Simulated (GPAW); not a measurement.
**MgS (Niningerite): equation of state with r2SCAN**

The system is MgS (Niningerite).

```
CELL_PARAMETERS angstrom
0.00000 2.60165 2.60165
2.60165 0.00000 2.60165
2.60165 2.60165 0.00000
ATOMIC_POSITIONS crystal
S 0.50000 0.50000 0.50000
Mg 0.00000 0.00000 0.00000
```

- Program: GPAW 26.7.0
- Task: equation of state
- Functional: r2SCAN
- Potentials or basis: GPAW PAW data sets (gpaw-data 1.2.1)
- Cutoff: 800 eV
- Basis: pw
- k mesh: 9 × 9 × 9
- Occupations: fermi-dirac, width 0.05 eV
- Spin: no spin polarisation

The equilibrium volume is 17.65 Å³/atom (rough: see the caveat) and the bulk modulus is 80 GPa (rough).

Energy against volume, from the lowest point:
| volume (Å³/atom) | energy (meV/atom) |
| --- | --- |
| 16.553 | 18.88 |
| 16.905 | 8.42 |
| 17.257 | 2.30 |
| 17.609 | 0.00 |
| 17.962 | 1.33 |
| 18.314 | 5.87 |
| 18.666 | 13.30 |

It took 7.6 min on 1 thread of Arm Neoverse V2 (shared host), peak memory 0.56 GiB.

Caveat: the points scatter about the fit; the PAW data sets were made with another functional, which shifts forces and pressure a little.
